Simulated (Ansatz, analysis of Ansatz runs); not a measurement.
**A hop of O in KTaO3 (Pm-3m), charge +2**

Aim: the barrier of one jump in KTaO3 (Pm-3m) at charge +2: V_O hop (2.8 Å). The model is a cell of 20 host atoms with 1 O taken out; O is the atom that moves.

Main program and level: Ansatz 0.2.0; plane-wave PAW DFT, PBEsol; nudged elastic band between two relaxed defect structures at fixed charge in a uniform background.

### Step 1. Starting point

The cell holds 19 atoms: 4 K, 4 Ta and 11 O. Its edges and angles: a = 6.903 Å, b = 6.903 Å, c = 6.903 Å, α = 109.5°, β = 109.5°, γ = 109.5°. It derives from KTaO3 (space group Pm-3m). Nearest the centre at fractional (0.750, 0.375, 0.375): Ta6 at 1.41 Å, O14 at 1.41 Å, K3 at 2.44 Å, K4 at 2.44 Å, O17 at 2.44 Å, O16 at 2.44 Å, O10 at 3.15 Å, O9 at 3.15 Å. The cell carries charge +2.

The cell's shortest repeat is 6.9 Å.

### Step 2. Relaxation of the start point, charge +2

A barrier is counted from a minimum, so both ends are relaxed first. Small random displacements break the symmetry of the ideal sites, so that the defect can distort if it gains by it. The charge of +2 is set by the electron count, and a uniform background keeps the cell neutral.

File qp2_c20k1s.start/input.yaml:

```yaml
crystal:
  lattice:
    - [-3.98561695, 3.98561695, 3.98561695]
    - [3.98561695, -3.98561695, 3.98561695]
    - [3.98561695, 3.98561695, -3.98561695]
  atoms:
    - { symbol: K, position: [0.0, 0.0, 0.5] }
    - { symbol: K, position: [0.0, 0.5, 0.0] }
    - { symbol: K, position: [0.5, 0.0, 0.0] }
    - { symbol: K, position: [0.5, 0.5, 0.5] }
    - { symbol: Ta, position: [0.0, 0.0, 0.0] }
    - { symbol: Ta, position: [0.0, 0.5, 0.5] }
    - { symbol: Ta, position: [0.5, 0.0, 0.5] }
    - { symbol: Ta, position: [0.5, 0.5, 0.0] }
    - { symbol: O, position: [0.25, 0.0, 0.25] }
    - { symbol: O, position: [0.25, 0.5, 0.75] }
    - { symbol: O, position: [0.75, 0.0, 0.75] }
    - { symbol: O, position: [0.25, 0.25, 0.0] }
    - { symbol: O, position: [0.25, 0.75, 0.5] }
    - { symbol: O, position: [0.75, 0.25, 0.5] }
    - { symbol: O, position: [0.75, 0.75, 0.0] }
    - { symbol: O, position: [0.0, 0.25, 0.25] }
    - { symbol: O, position: [0.0, 0.75, 0.75] }
    - { symbol: O, position: [0.5, 0.25, 0.75] }
    - { symbol: O, position: [0.5, 0.75, 0.25] }
total_charge: 2
basis:
  ecutwfc: 420
  xc_grid: 2
hamiltonian:
  xc: pbesol
kpoints:
  mp_grid: { grid: [1, 1, 1], shift: [0.25, 0.25, 0.25] }
scf:
  occupations: { method: fixed }
  max_iter: 100
output:
  forces: true
relax:
  f_tol: 0.02
  max_steps: 70
  random_displacement: { amplitude: 0.03, seed: 6670 }
```

The run is started by

```sh
$ ansatz run input.yaml --threads 8 --pin off --max-ram 14131MiB --backend cpu --events-out ev --progress --plain --runs-dir out
```

The log of the run:

```text
The last accepted step is kept in <dir> (removed where the run ends without a failure and the disk answers)
Engine: ansatz 0.2.0, aarch64-unknown-linux-gnu
Pseudopotentials: kind: paw
Pseudopotential: K, paw, valence charge 9, recommended cutoff 420 eV (normal), K.paw.azcp
Pseudopotential: Ta, paw, valence charge 13, recommended cutoff 420 eV (normal), Ta.paw.azcp
Pseudopotential: O, paw, valence charge 6, recommended cutoff 420 eV (normal), O.paw.azcp
Functional definition: PBEsol
  exchange = pbesol_x
  correlation = pbesol_c
Crystal: 19 atoms, lattice volume = 253.248 Å³
Basis set: ecut = 420 eV, 4921 PW (Γ), exchange–correlation on 96×96×96 points (8 copies of the dense FFT grid, shifted against one another)
Bands: 95, of which v1, the nominal top of the filled ones, is band 76 counted from 1 (75 counted from 0)
Symmetry: 1 space group operations
k-points: 1
Non-local potential: K, projectors of the file, l = 0: 3, l = 1: 2, l = 2: 2
Non-local potential: Ta, projectors of the file, l = 0: 3, l = 1: 2, l = 2: 2, l = 3: 1
Non-local potential: O, projectors of the file, l = 0: 2, l = 1: 2, l = 2: 1
PAW form: soft (Blöchl's): semilocal exchange-correlation on the pseudo side does not see the compensation charge
PAW frozen core: K, regenerated for the run's functional, and the local potential with it (the file was generated under x = pbe(κ = 0.804, μ = 0.219515), c = pbe(β = 0.066725))
PAW frozen core: Ta, regenerated for the run's functional, and the local potential with it (the file was generated under x = pbe(κ = 0.804, μ = 0.219515), c = pbe(β = 0.066725))
PAW frozen core: O, regenerated for the run's functional, and the local potential with it (the file was generated under x = pbe(κ = 0.804, μ = 0.219515), c = pbe(β = 0.066725))
PAW one-centre angular grid: K, 110 points (default); XC on 64 Gauss nodes
PAW one-centre angular grid: Ta, 590 points (default); XC on 64 Gauss nodes
PAW one-centre angular grid: O, 110 points (default); XC on 64 Gauss nodes
Initial density: superposition of atomic densities (neutral atoms scaled as one to the charged cell's electrons: chi_scale 0, normalization atom), corrected by the library's trained network
Initial wavefunctions: pseudopotential atomic-orbital guess
Functional: x = pbesol(κ = 0.804, μ = 0.123457), c = pbesol(β = 0.046)
SCF iter   1: F=—  HF=-51503.649669 eV  |F-HF|=—  |Δ(HF+E_count)|=         —  Δρ=2.32e-2  dr2=3.74e0  ethr=1.77e-3  ⟨swp⟩=5.0  Hψ=314  notcnv=0  defer=16
preconditioner: auto → Resta (q_TF=auto, 2.506 Å⁻¹)  ε∞=4.9  [insulator: Δε(μ)=3.483 eV  Ē_g=12.552 eV  n_scr=78 (ndim 8)  ℏωp=24.7 eV  f_vac=0.012  ε∞_Penn≈4.9]
SCF iter   2: F=—  HF=-51502.736238 eV  |F-HF|=—  |Δ(HF+E_count)|=   9.13e-1  Δρ=1.33e-2  dr2=1.22e0  ethr=1.77e-3  ⟨swp⟩=3.0  Hψ=112  notcnv=0  defer=16
SCF iter   3: F=—  HF=-51502.310825 eV  |F-HF|=—  |Δ(HF+E_count)|=   4.25e-1  Δρ=5.71e-3  dr2=1.39e-1  ethr=8.01e-4  ⟨swp⟩=3.0  Hψ=162  notcnv=0  defer=15
automatic band count: iteration 3 solves 94 bands in place of 95: the levels show a gap, and the empty bands left out lie too high to hold charge; the band table lists the bands solved (type scf.n_extra_bands for more)
SCF iter   4: F=—  HF=-51502.298138 eV  |F-HF|=—  |Δ(HF+E_count)|=   1.27e-2  Δρ=5.25e-3  dr2=6.55e-2  ethr=9.15e-5  ⟨swp⟩=3.0  Hψ=164  notcnv=0  defer=15
SCF iter   5: F=—  HF=-51502.287178 eV  |F-HF|=—  |Δ(HF+E_count)|=   1.10e-2  Δρ=1.05e-3  dr2=2.68e-3  ethr=4.31e-5  ⟨swp⟩=3.0  Hψ=143  notcnv=0  defer=16
SCF iter   6: F=—  HF=-51502.287747 eV  |F-HF|=—  |Δ(HF+E_count)|=   5.70e-4  Δρ=3.78e-4  dr2=3.67e-4  ethr=1.77e-6  ⟨swp⟩=2.0  Hψ=160  notcnv=0  defer=16
SCF iter   7: F=—  HF=-51502.287833 eV  |F-HF|=—  |Δ(HF+E_count)|=   8.60e-5  Δρ=2.37e-4  dr2=1.22e-4  ethr=2.41e-7  ⟨swp⟩=2.0  Hψ=141  notcnv=0  defer=16
SCF iter   8: F=-51502.287840 eV  HF=-51502.287837 eV  |F-HF|=3.19e-6  |Δ(HF+E_count)|=   3.21e-6  Δρ=4.43e-5  dr2=4.47e-6  ethr=6.58e-9  ⟨swp⟩=3.0  Hψ=327  notcnv=0
SCF 1 converged in 8 iterations: F = -51502.287840 eV  dr2 = 4.47e-6
  greatest PAW one-centre occupation: 1.000 electrons in one spin orbital (limit 2), on the Ta atom at site 6 (counted from 0), in its partial waves of l = 0
relax step   1: F+E_penalty+E_count = -51502.28783981 eV  Δ(F+E_penalty+E_count) = +0.000e0 eV  max|allowed force component| = 5.242e0 eV/Å  Δτ_max = 0.0000 Å  (8 SCF iters, dr2 threshold 1.00e-5 eV, accepted)
[... the SCF cycles and remarks between the steps are left out from here to the last step ...]
relax step   2: F+E_penalty+E_count = -51502.95593912 eV  Δ(F+E_penalty+E_count) = -6.681e-1 eV  max|allowed force component| = 2.861e0 eV/Å  Δτ_max = 0.1942 Å  (8 SCF iters, dr2 threshold 1.00e-4 eV, accepted)
relax step   3: F+E_penalty+E_count = -51503.33898898 eV  Δ(F+E_penalty+E_count) = -3.830e-1 eV  max|allowed force component| = 7.094e-1 eV/Å  Δτ_max = 0.1481 Å  (7 SCF iters, dr2 threshold 1.00e-4 eV, accepted)
relax step   4: F+E_penalty+E_count = -51503.35722965 eV  Δ(F+E_penalty+E_count) = -1.824e-2 eV  max|allowed force component| = 1.182e-1 eV/Å  Δτ_max = 0.0295 Å  (5 SCF iters, dr2 threshold 3.15e-5 eV, accepted)
relax step   5: F+E_penalty+E_count = -51503.35785807 eV  Δ(F+E_penalty+E_count) = -6.284e-4 eV  max|allowed force component| = 4.886e-2 eV/Å  Δτ_max = 0.0077 Å  (5 SCF iters, dr2 threshold 8.74e-7 eV, accepted)
SCF iter   1: F=—  HF=-51503.358537 eV  |F-HF|=—  |Δ(HF+E_count)|=         —  Δρ=2.19e-4  dr2=1.34e-4  ethr=1.34e-6  ⟨swp⟩=2.0  Hψ=163  notcnv=0  defer=15
automatic band count: iteration 1 solves 94 bands in place of 95: the levels show a gap, and the empty bands left out lie too high to hold charge; the band table lists the bands solved (type scf.n_extra_bands for more)
SCF iter   2: F=—  HF=-51503.358497 eV  |F-HF|=—  |Δ(HF+E_count)|=   3.99e-5  Δρ=1.08e-4  dr2=3.22e-5  ethr=8.79e-8  ⟨swp⟩=2.0  Hψ=114  notcnv=0  defer=14
SCF iter   3: F=—  HF=-51503.358004 eV  |F-HF|=—  |Δ(HF+E_count)|=   4.93e-4  Δρ=3.97e-5  dr2=4.73e-6  ethr=2.12e-8  ⟨swp⟩=2.0  Hψ=145  notcnv=0  defer=14
SCF iter   4: F=—  HF=-51503.358003 eV  |F-HF|=—  |Δ(HF+E_count)|=   6.95e-7  Δρ=2.12e-5  dr2=1.11e-6  ethr=3.11e-9  ⟨swp⟩=2.0  Hψ=136  notcnv=0  defer=14
SCF iter   5: F=-51503.358003 eV  HF=-51503.358003 eV  |F-HF|=8.56e-9  |Δ(HF+E_count)|=   1.44e-7  Δρ=4.76e-6  dr2=6.92e-8  ethr=6.58e-11  ⟨swp⟩=3.0  Hψ=336  notcnv=0
SCF 6 converged in 5 iterations: F = -51503.358003 eV  dr2 = 6.92e-8
relax step   6: F+E_penalty+E_count = -51503.35800306 eV  Δ(F+E_penalty+E_count) = -1.450e-4 eV  max|allowed force component| = 1.909e-3 eV/Å  Δτ_max = 0.0022 Å  (5 SCF iters, accepted)
SCF converged after 5 iterations
Free energy (F): -51503.358003 eV
Harris-Foulkes:  -51503.358003 eV  (|F-HF|=8.56e-9)
Internal energy: -51503.358003 eV  (E = F + TS)
E sigma→0 (E₀):  -51503.358003 eV
Fermi energy:    7.943278 eV
--- Per-component energies (eV) ---
  E_band       = -1084.845892
  E_kinetic    = 4358.805379
  E_local      = -9011.558433  (includes V_loc(G=0)·N_el)
  E_nonlocal   = 649.609370
  E_hartree    = 3179.116527
  E_xc         = -2184.322431
  E_vxc        = -2473.801101  (∫ρ·V_xc dr)
  E_paw        = -37809.024849  (= ΣΔE_a)
  E_vpaw       = -966.159758  (= ΣTr[D̂ρ^β])
  E_aug_tail   = 0.027043  (compensation charges beyond the density's cutoff)
  E_ewald      = -10687.684902
  E_core_change = 1.674294  (= ΣΔE_core)
  E_smearing   = -0.000000  (= −TS)
  E_closure    = 0.000000  (closes the sum)
  E_deformation_potential = 36.751248  (in the stress; not in F)
  Σ components = -51503.358003   (vs F -51503.358003, Δ=0.00e0)
--- Forces (eV/Å), atoms counted from 1 ---
  atom   1  K      0.00022219    -0.00042861    -0.00037119
  atom   2  K      0.00019182     0.00002957     0.00021566
  atom   3  K      0.00027385     0.00038568    -0.00017808
  atom   4  K      0.00014422     0.00005880     0.00048076
  atom   5  Ta    -0.00191027    -0.00024105     0.00031457
  atom   6  Ta    -0.00016144     0.00016507    -0.00021254
  atom   7  Ta    -0.00043987     0.00010702     0.00082846
  atom   8  Ta    -0.00016645    -0.00141777     0.00053250
  atom   9  O      0.00036318     0.00025366    -0.00041631
  atom  10  O      0.00036622     0.00078930     0.00034059
  atom  11  O     -0.00009670     0.00001490    -0.00043143
  atom  12  O     -0.00041548     0.00020126     0.00001712
  atom  13  O      0.00005402    -0.00028340     0.00010795
  atom  14  O      0.00017780    -0.00010693    -0.00054859
  atom  15  O     -0.00023139     0.00043373    -0.00041379
  atom  16  O     -0.00007695    -0.00015563     0.00000450
  atom  17  O      0.00093204    -0.00010320    -0.00011287
  atom  18  O      0.00090950     0.00061284    -0.00019620
  atom  19  O     -0.00015224    -0.00033322     0.00001677
  max |Σ_I F_I| component: 2.21e-5 eV/Å
--- Relaxed structure (6 steps of the walk, 6 accepted, 0 SCFs on fresh bases) ---
  F+E_penalty+E_count = -51503.35800306 eV   max|allowed force component| = 1.909e-3 eV/Å
  atoms:
    - { symbol: K, position: [0.000494, 0.002664, 0.501827] }
    - { symbol: K, position: [0.000465, 0.500780, -6.320631e-5] }
    - { symbol: K, position: [0.498585, -0.001090, -7.434560e-5] }
    - { symbol: K, position: [0.498587, 0.500774, 0.501816] }
    - { symbol: Ta, position: [-0.000468, 0.000807, 0.000900] }
    - { symbol: Ta, position: [0.015895, 0.500797, 0.517252] }
    - { symbol: Ta, position: [0.499533, 0.000778, 0.500870] }
    - { symbol: Ta, position: [0.483176, 0.500782, -0.015477] }
    - { symbol: O, position: [0.249531, 0.000778, 0.250868] }
    - { symbol: O, position: [0.249517, 0.500768, 0.750880] }
    - { symbol: O, position: [0.749545, 0.000811, 0.750891] }
    - { symbol: O, position: [0.256485, 0.255589, 0.003050] }
    - { symbol: O, position: [0.242604, 0.745997, 0.498733] }
    - { symbol: O, position: [0.752167, 0.255575, 0.498714] }
    - { symbol: O, position: [0.746890, 0.746009, 0.003030] }
    - { symbol: O, position: [-0.002614, 0.255578, 0.253520] }
    - { symbol: O, position: [-0.002620, 0.745997, 0.743930] }
    - { symbol: O, position: [0.501676, 0.255575, 0.757803] }
    - { symbol: O, position: [0.501702, 0.745997, 0.248258] }
```

Elapsed: 6.5 s, on 8 threads of Arm Neoverse N1, shared host; peak memory 0.48 GiB; 37 s of CPU time.

Step by step:

```tsv
step	energy less that of the first step (eV)	largest force component (eV/Å)
1	0.0000	5.2423
2	-0.6681	2.8609
3	-1.0511	0.7094
4	-1.0694	0.1182
5	-1.0700	0.0489
6	-1.0702	0.0019
```

The atoms that moved most (Å, from the sites as typed, ahead of the random displacement, the mean shift of all atoms taken out):

```tsv
atom	dx	dy	dz	length
Ta6	0.000	0.130	0.000	0.130
Ta8	0.000	-0.130	0.000	0.130
O19	-0.038	0.017	0.000	0.042
O14	0.000	-0.017	0.038	0.042
O17	-0.038	-0.017	0.000	0.042
O12	0.000	0.017	0.038	0.042
O16	0.038	-0.017	0.000	0.042
O13	0.000	-0.017	-0.038	0.042
```

Neighbours of O14 at the end:

```tsv
atom	distance (Å)
Ta6	1.960
Ta7	2.031
O16	2.764
O17	2.764
O10	2.804
K4	2.812
K3	2.812
K2	2.825
K1	2.825
O9	2.833
O11	2.857
O19	2.872
O18	2.872
```

This step gave:

```
free energy                                                                                       : -51503.3580 eV
r.m.s. move of the farther half of the atoms                                                      : 0.02723 Å
largest move from the ideal geometry of this structure, a common shift of the far atoms taken out : 0.1533 Å
```

The relaxation gained 1.070 eV and ended with a largest force component of 0.0019 eV/Å.

### Step 3. Relaxation of the end point, charge +2

The end point is relaxed in the same cell and settings, so that the two energies compare. Atoms more than 3.2 Å from the middle of the hop start where the first relaxation left them, the nearer ones on or close to their ideal places, with small random displacements.

File qp2_c20k1s.end/input.yaml:

```yaml
crystal:
  lattice:
    - [-3.98561695, 3.98561695, 3.98561695]
    - [3.98561695, -3.98561695, 3.98561695]
    - [3.98561695, 3.98561695, -3.98561695]
  atoms:
    - { symbol: K, position: [0.00133393, 0.00272918, 0.5004663] }
    - { symbol: K, position: [0.00130504, 0.50084438, -0.00142443] }
    - { symbol: K, position: [0.5, 0.0, 0.0] }
    - { symbol: K, position: [0.5, 0.5, 0.5] }
    - { symbol: Ta, position: [0.00037124, 0.00087205, -0.00046075] }
    - { symbol: Ta, position: [0.0, 0.5, 0.5] }
    - { symbol: Ta, position: [0.5, 0.0, 0.5] }
    - { symbol: Ta, position: [0.5, 0.5, 0.0] }
    - { symbol: O, position: [0.25, 0.0, 0.25] }
    - { symbol: O, position: [0.25, 0.5, 0.75] }
    - { symbol: O, position: [0.75038533, 0.00087571, 0.74953058] }
    - { symbol: O, position: [0.25, 0.25, 0.0] }
    - { symbol: O, position: [0.25, 0.75, 0.5] }
    - { symbol: O, position: [0.75, 0.5, 0.25] }
    - { symbol: O, position: [0.74772989, 0.74607355, 0.0016696] }
    - { symbol: O, position: [0.0, 0.25, 0.25] }
    - { symbol: O, position: [0.0, 0.75, 0.75] }
    - { symbol: O, position: [0.50251644, 0.25563948, 0.75644182] }
    - { symbol: O, position: [0.5025426, 0.74606133, 0.2468969] }
total_charge: 2
basis:
  ecutwfc: 420
  xc_grid: 2
hamiltonian:
  xc: pbesol
kpoints:
  mp_grid: { grid: [1, 1, 1], shift: [0.25, 0.25, 0.25] }
scf:
  occupations: { method: fixed }
  max_iter: 100
output:
  forces: true
relax:
  f_tol: 0.02
  max_steps: 70
  random_displacement: { amplitude: 0.01, seed: 6670 }
```

The log of the run:

```text
[...]
Crystal: 19 atoms, lattice volume = 253.248 Å³
Basis set: ecut = 420 eV, 4921 PW (Γ), exchange–correlation on 96×96×96 points (8 copies of the dense FFT grid, shifted against one another)
Bands: 95, of which v1, the nominal top of the filled ones, is band 76 counted from 1 (75 counted from 0)
Symmetry: 1 space group operations
k-points: 1
[...]
SCF iter   1: F=—  HF=-51503.542550 eV  |F-HF|=—  |Δ(HF+E_count)|=         —  Δρ=2.36e-2  dr2=3.92e0  ethr=1.77e-3  ⟨swp⟩=5.0  Hψ=315  notcnv=0  defer=17
[...]
SCF iter   8: F=-51502.122520 eV  HF=-51502.122517 eV  |F-HF|=3.66e-6  |Δ(HF+E_count)|=   7.42e-6  Δρ=4.25e-5  dr2=4.08e-6  ethr=6.58e-9  ⟨swp⟩=3.0  Hψ=340  notcnv=0
SCF 1 converged in 8 iterations: F = -51502.122520 eV  dr2 = 4.08e-6
[...]
atoms:
    - { symbol: K, position: [0.001113, -0.000490, 0.500444] }
    - { symbol: K, position: [0.001096, 0.501363, 0.002314] }
    - { symbol: K, position: [0.499223, -0.000506, -0.001397] }
    - { symbol: K, position: [0.499216, 0.501323, 0.500464] }
    - { symbol: Ta, position: [0.000158, 0.000412, 0.000427] }
    - { symbol: Ta, position: [0.016537, 0.516778, 0.500460] }
    - { symbol: Ta, position: [0.483807, -0.015935, 0.500450] }
    - { symbol: Ta, position: [0.500188, 0.500426, 0.000480] }
    - { symbol: O, position: [0.257135, 0.002595, 0.255250] }
    - { symbol: O, position: [0.243211, 0.498260, 0.745664] }
    - { symbol: O, position: [0.747536, 0.002572, 0.745658] }
    - { symbol: O, position: [0.250170, 0.250424, 0.000451] }
    - { symbol: O, position: [0.250170, 0.750441, 0.500470] }
    - { symbol: O, position: [0.752804, 0.498274, 0.255255] }
    - { symbol: O, position: [0.750178, 0.750433, 0.000465] }
    - { symbol: O, position: [-0.001995, 0.253064, 0.255248] }
    - { symbol: O, position: [-0.001991, 0.743477, 0.745671] }
    - { symbol: O, position: [0.502350, 0.247802, 0.745673] }
    - { symbol: O, position: [0.502324, 0.757368, 0.255245] }
[key lines of the parts left out:]
SCF converged after 7 iterations
Free energy (F): -51503.358003 eV
Fermi energy:    7.943287 eV
```

Wall time 6.9 s (8 threads); peak memory 0.47 GiB.

Step by step:

```tsv
step	energy less that of the first step (eV)	largest force component (eV/Å)
1	0.0000	5.4778
2	-0.6956	3.4527
3	-1.1637	1.3393
4	-1.2266	0.3194
5	-1.2350	0.0650
6	-1.2355	0.0015
```

The atoms that moved most (Å, from the sites as typed, ahead of the random displacement, the mean shift of all atoms taken out):

```tsv
atom	dx	dy	dz	length
Ta6	0.000	0.001	0.132	0.132
Ta7	0.000	0.001	-0.129	0.129
O19	0.076	-0.012	0.012	0.078
O18	-0.076	-0.012	0.012	0.078
O9	0.000	0.040	0.019	0.044
O14	0.000	0.039	-0.016	0.043
O16	0.038	0.001	-0.016	0.041
O17	-0.038	0.001	-0.016	0.041
```

Neighbours of O14 at the end:

```tsv
atom	distance (Å)
Ta6	1.960
Ta8	2.031
O16	2.764
O17	2.764
O13	2.804
K3	2.812
K4	2.812
K2	2.825
K1	2.825
O12	2.833
O15	2.857
O19	2.872
O18	2.872
```

Numbers from this step:

```yaml
free_energy: -51503.3580 eV
r_m_s_move_of_the_farther_half_of_the_atoms: 0.02726 Å
largest_move_from_the_ideal_geometry_of_this_structure_a_common_shift_of_the_far_atoms_taken_out: 0.1532 Å
```

The relaxation gained 1.235 eV and ended with a largest force component of 0.0015 eV/Å. The end lies within 1 meV of the start.

(Part 1 of 2 ends here.)

[Long decimals in the printed logs are rounded to 6 places.]

[Repeated set-up lines and some long k-point lines are left out of the logs, and relaxed atomic positions are cut to six decimals.]

[Logs are printed without paths, hosts, clocks, repeated set-up lines and the standing remarks that a program may print on its own settings, such as how far it seeks lower states.]

[Hosts, paths, dates, database ids (printed as entryN), source tags and the programs' standing remarks are cut or masked in the printed files.]
